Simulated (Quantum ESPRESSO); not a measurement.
The system is Ti.

```
Ti
1.0
     2.95000    0.00000    0.00000
    -1.47500    2.55477    0.00000
     0.00000    0.00000    4.68000
Ti
2
Cartesian
  1.4750 0.8516 3.5100
  0.0000 1.7032 1.1700
```

| Item | Value |
| --- | --- |
| Program | Quantum ESPRESSO 7.5 |
| Task | phonons |
| Functional | LDA |
| Potentials or basis | PseudoDojo 0.4.1 SR LDA standard |
| Cutoff | 1143 eV |
| Density cutoff | 4572 eV |
| k mesh | 10 × 10 × 6 |
| Occupations | cold, width 0.2 eV |
| Spin | no spin polarisation |
| Target pressure | 15 GPa |
| Form of the LDA correlation | PW92 |
| Mixing beta | 0.5 |
| Most SCF iterations | 120 |
| SCF threshold | 4e-10 Ry |

The cell and the atoms were relaxed first at 15 GPa, to 14.57 Å³/atom (a = 2.766 Å, b = 2.766 Å, c = 4.396 Å, α = 90.00°, β = 90.00°, γ = 120.00°), and the response was taken there.

```
CELL_PARAMETERS angstrom
2.76644 0.00000 0.00000
-1.38322 2.39581 0.00000
0.00000 0.00000 4.39597
ATOMIC_POSITIONS crystal
Ti 0.66667 0.33333 0.75000
Ti 0.33333 0.66667 0.25000
```

Problem. Where do the zone-centre optical modes lie?

Solution. E2g at 94 cm⁻¹ (Raman); B1g at 282 cm⁻¹ (silent).

Optical modes at Γ, degenerate ones joined:
| cm⁻¹ | components | symmetry | active in |
| --- | --- | --- | --- |
| 94 | 2 | E2g | Raman |
| 282 | 1 | B1g | silent |

Caveat: the mesh is thin for the phonons of a metal; the volume moved by over 15 % at a fixed basis, so the end points are rough; the cell is more than 3 GPa from zero pressure, which shifts response properties.
